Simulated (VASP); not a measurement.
# Ga (I4/mmm) in VASP: notebook, part 2 of 2

VASP 6.6.1. The steps go on from the part before.

### Step 5. Single point, PBE

Contents of INCAR:

```
ADDGRID = False
ALGO = Normal
EDIFF = 1E-7
ENCUT = 350
GGA = PE
ISIF = 2
ISMEAR = 1
LASPH = True
LCHARG = False
LREAL = False
LWAVE = False
NELM = 100
PREC = Accurate
SIGMA = 0.15
```

Contents of KPOINTS:

```
k-points
0
Gamma
  12 12 12
```

Contents of POSCAR:

```
Ga
1.0
   -1.3843987196      1.3843987196      2.3112238365
    1.3843987196     -1.3843987196      2.3112238365
    1.3843987196      1.3843987196     -2.3112238365
Ga
1
Direct
    0.0000000000      0.0000000000      0.0000000000
```

Potentials or basis: VASP PAW PBE potentials, release 64 (Ga_d).

Started as:

```bash
$ cat potpaw_PBE.64/Ga_d/POTCAR > POTCAR
$ mpirun -np 1 vasp_std > vasp.out
```

OUTCAR:

```text
EDIFF = 1E-7
   ENCUT = 350
   GGA = PE
   ISIF = 2
   ISMEAR = 1
   LASPH = True
   LREAL = False
   NELM = 100
   PREC = Accurate

 Found    163 irreducible k-points:

 Following reciprocal coordinates:
            Coordinates               Weight
  0.000000  0.000000  0.000000      1.000000
  0.083333  0.000000 -0.000000      8.000000
  0.166667  0.000000  0.000000      8.000000
  0.250000  0.000000 -0.000000      8.000000
  0.333333  0.000000  0.000000      8.000000
  0.416667  0.000000 -0.000000      8.000000
   k-points           NKPTS =    163   k-points in BZ     NKDIM =    163   number of bands    NBANDS=     10
   number of dos      NEDOS =    301   number of ions     NIONS =      1
   total plane-waves  NPLWV =   5832
   dimension x,y,z NGX =    18 NGY =   18 NGZ =   18
   dimension x,y,z NGXF=    36 NGYF=   36 NGZF=   36
   ions per type =               1
   NGX,Y,Z   is equivalent  to a cutoff of   9.88,  9.88,  9.88 a.u.
   NGXF,Y,Z  is equivalent  to a cutoff of  19.76, 19.76, 19.76 a.u.
 SYSTEM =  unknown system
   PREC   = accura    normal or accurate (medium, high low for compatibility)
   ISTART =      0    job   : 0-new  1-cont  2-samecut
   ICHARG =      2    charge: 1-file 2-atom 10-const
   ISPIN  =      1    spin polarized calculation?
   LNONCOLLINEAR =      F non collinear calculations
   LSORBIT =      F    spin-orbit coupling
   LASPH  =      T    aspherical Exc in radial PAW
   ENCUT  =  350.0 eV  25.72 Ry    5.07 a.u.   4.62  4.62  4.62*2*pi/ulx,y,z
   NELM   =    100;   NELMIN=  2; NELMDL= -5     # of ELM steps
   EDIFF  = 0.1E-06   stopping-criterion for ELM
   LREAL  =      F    real-space projection
   EDIFFG = 0.1E-05   stopping-criterion for IOM
   NSW    =      0    number of steps for IOM
   IBRION =     -1    ionic relax: 0-MD 1-quasi-New 2-CG
   NFREE  =      0    steps in history (QN), initial steepest desc. (CG)
   ISIF   =      2    stress and relaxation
   ISYM   =      2    0-nonsym 1-usesym 2-fastsym
   POTIM  = 0.5000    time-step for ionic-motion
   TEBEG  =    0.0;   TEEND  =   0.0 temperature during run
   PSTRESS=    0.0 pullay stress
   NELECT =      13.0000    total number of electrons
   NUPDOWN=      -1.0000    fix difference up-down
   EMIN   =  10.00;   EMAX   =-10.00  energy-range for DOS
   EFERMI =   0.00;   METHOD = LEGACY
   ISMEAR =     1;   SIGMA  =   0.15  broadening in eV -4-tet -1-fermi 0-gaus
   EFERMI_NEDOS =   21; number of points for ismear=-14 and -15
   IALGO  =     38    algorithm
   IMIX   =      4    mixing-type and parameters
     AMIX     =   0.40;   BMIX     =  1.00
     AMIX_MAG =   1.60;   BMIX_MAG =  1.00
  volume/ion in A,a.u.               =      17.72       119.57
  Fermi-wavevector in a.u.,A,eV,Ry     =   1.476549  2.790273 29.663375  2.180197
  Thomas-Fermi vector in A             =   2.591062
   LORBIT       =      0    0 simple, 1 ext, 2 COOP (PROOUT), +10 PAW based schemes
   GGA     = PE    functional components
   LHFCALC =     F    Hartree Fock is set to
   AEXX    =    0.0000 exact exchange contribution
   IVDW    =     0    specifies the selected vdW correction
   LEPSILON=     F    determine dielectric tensor
   LRPA    =     F    only Hartree local field effects (RPA)
 non-spin polarized calculation
 Methfessel and Paxton  Order N= 1 SIGMA  =   0.15
  energy-cutoff  :      350.00
  volume of cell :       17.72
 maximum number of plane-waves:       279
   NGX =  9   NGY =  9   NGZ =  9

 number of electron      12.9999979 magnetization

 Free energy of the ion-electron system (eV)
  ---------------------------------------------------
  ext. energy  EPLUGINS =         0.00000000
  ---------------------------------------------------
  free energy    TOTEN  =        -2.87056075 eV

  energy without entropy =       -2.87012318  energy(sigma->0) =       -2.87041489

 E-fermi :   6.1979     XC(G=0): -11.3328

 val. band max:        6.1297951365   @ k =  -0.3333   0.3333   0.2500
 cond. band min:       6.2042340440   @ k =   0.3333   0.2500  -0.0000
 fundamental gap:      0.0744389075
 Fermi energy:         6.1978711307

 k-point     1 :       0.0000    0.0000    0.0000
  band No.  band energies     occupation
      1      -8.9431      2.00000
      2      -8.7839      2.00000
      3      -8.7481      2.00000
      4      -8.7481      2.00000
      5      -8.5845      2.00000
      6      -5.3853      2.00000
      7      18.8449      0.00000
      8      19.1542      0.00000
      9      19.1542      0.00000
     10      22.5208      0.00000

 k-point     2 :       0.0833    0.0000   -0.0000
  band No.  band energies     occupation
      1      -8.9307      2.00000
      2      -8.7807      2.00000
      3      -8.7516      2.00000
      4      -8.7407      2.00000
      5      -8.5911      2.00000
      6      -5.1964      2.00000
      7      16.9876      0.00000
      8      18.2360      0.00000
      9      18.9948      0.00000
     10      21.4311      0.00000

 k-point     3 :       0.1667    0.0000    0.0000
  band No.  band energies     occupation
      1      -8.9071      2.00000
      2      -8.7922      2.00000
      3      -8.7340      2.00000
      4      -8.7224      2.00000
      5      -8.6064      2.00000
      6      -4.6244      2.00000
      7      13.5078      0.00000
      8      16.9690      0.00000
      9      18.7046      0.00000
     10      20.3953      0.00000

 k-point     4 :       0.2500    0.0000   -0.0000
  band No.  band energies     occupation
      1      -8.8941      2.00000
      2      -8.8273      2.00000
      3      -8.7081      2.00000
      4      -8.6764      2.00000
      5      -8.6164      2.00000
      6      -3.6610      2.00000
      7      10.0831      0.00000
      8      15.7714      0.00000
      9      18.5175      0.00000
     10      19.3918      0.00000

 k-point     5 :       0.3333    0.0000    0.0000
  band No.  band energies     occupation
      1      -8.8946      2.00000
      2      -8.8665      2.00000
      3      -8.7142      2.00000
      4      -8.6059      2.00000
      5      -8.6057      2.00000
      6      -2.3053      2.00000
      7       6.9265     -0.00000
      8      14.8439      0.00000
      9      18.5069      0.00000
     10      18.6391      0.00000

 k-point     6 :       0.4167    0.0000   -0.0000
  band No.  band energies     occupation
      1      -8.9074      2.00000
      2      -8.8884      2.00000
      3      -8.7282      2.00000
      4      -8.5886      2.00000
      5      -8.5500      2.00000
      6      -0.5690      2.00000
      7       4.0998      2.00000
      8      14.2634      0.00000
      9      18.1853      0.00000
     10      18.6179      0.00000

 [... further k-points ...]

------------------------ aborting loop because EDIFF is reached ----------------------------------------

  FORCE on cell =-STRESS in cart. coord.  units (eV):
  Direction    XX          YY          ZZ          XY          YZ          ZX
  --------------------------------------------------------------------------------------
  -------------------------------------------------------------------------------------
  Total        0.3350274      0.3350274      0.5335662      0.0000000      0.0000000      0.0000000
  in kB       30.2946952     30.2946952     48.2474679      0.0000000      0.0000000      0.0000000
  external PRESSURE =      36.2789528 kB  Pullay stress =       0.0000000 kB

 VOLUME and BASIS-vectors are now :
 -----------------------------------------------------------------------------
  energy-cutoff  :      350.00
  volume of cell :       17.72
      direct lattice vectors                 reciprocal lattice vectors
    -1.384398720  1.384398720  2.311223836     0.000000000  0.361167627  0.216335602
     1.384398720 -1.384398720  2.311223836     0.361167627  0.000000000  0.216335602
     1.384398720  1.384398720 -2.311223836     0.361167627  0.361167627  0.000000000

 POSITION                                       TOTAL-FORCE (eV/Angst)
 -----------------------------------------------------------------------------------
      0.00000      0.00000      0.00000         0.000000      0.000000     -0.000000
 -----------------------------------------------------------------------------------
    total drift:                                0.000000      0.000000      0.000000

  FREE ENERGIE OF THE ION-ELECTRON SYSTEM (eV)
  ---------------------------------------------------
  free  energy   TOTEN  =        -2.8705607467 eV

  energy  without entropy=       -2.8701231791  energy(sigma->0) =       -2.87041489
```

stdout:

```text
POSCAR found type information on POSCAR Ga
 POSCAR found :  1 types and       1 ions
 scaLAPACK will be used
 LDA part: xc-table for (Slater+PW92), standard interpolation
 POSCAR, INCAR and KPOINTS ok, starting setup
 FFT: planning ... GRIDC
 FFT: planning ... GRID_SOFT
 FFT: planning ... GRID
 WAVECAR not read
 entering main loop
```

Run time: 5.9 s. Hardware: 1 thread of Intel Xeon 6975P-C (Granite Rapids), shared host; peak memory 0.12 GiB.

The run converged, but some of its settings lie outside the range that counts as converged, so its numbers aren't taken as properties of the crystal.

Results:

```
Free energy            : -2.8706 eV
Pressure               : 3.6 GPa
Band gap on the k mesh : none (metal or under the smearing width)
```

Caveat: the cutoff is under 1.25 times the usual one of these potentials, so pressure, stress and relaxed cells hold a basis-set (Pulay) error.

### Step 6. Single point, PBE

INCAR: that of step 5 with these lines changed.

```diff
@@ -3,3 +3,3 @@
 EDIFF = 1E-7
-ENCUT = 350
+ENCUT = 550
 GGA = PE
```

Contents of KPOINTS:

```
k-points
0
Gamma
  10 10 10
```

POSCAR is that of step 5.

Potentials or basis: VASP PAW PBE potentials, release 64 (Ga_d).

Started as:

```bash
$ cat potpaw_PBE.64/Ga_d/POTCAR > POTCAR
$ mpirun -np 1 vasp_std > vasp.out
```

Wall time 5.4 s (1 thread of Intel Xeon 6975P-C (Granite Rapids), shared host); peak memory 0.14 GiB.

These settings aren't checked as converged: the numbers below hold their error.

Results:

| Item | Value |
| --- | --- |
| Free energy | -2.8646 eV |
| Pressure | 4.0 GPa |
| Band gap on the k mesh | none (metal or under the smearing width) |
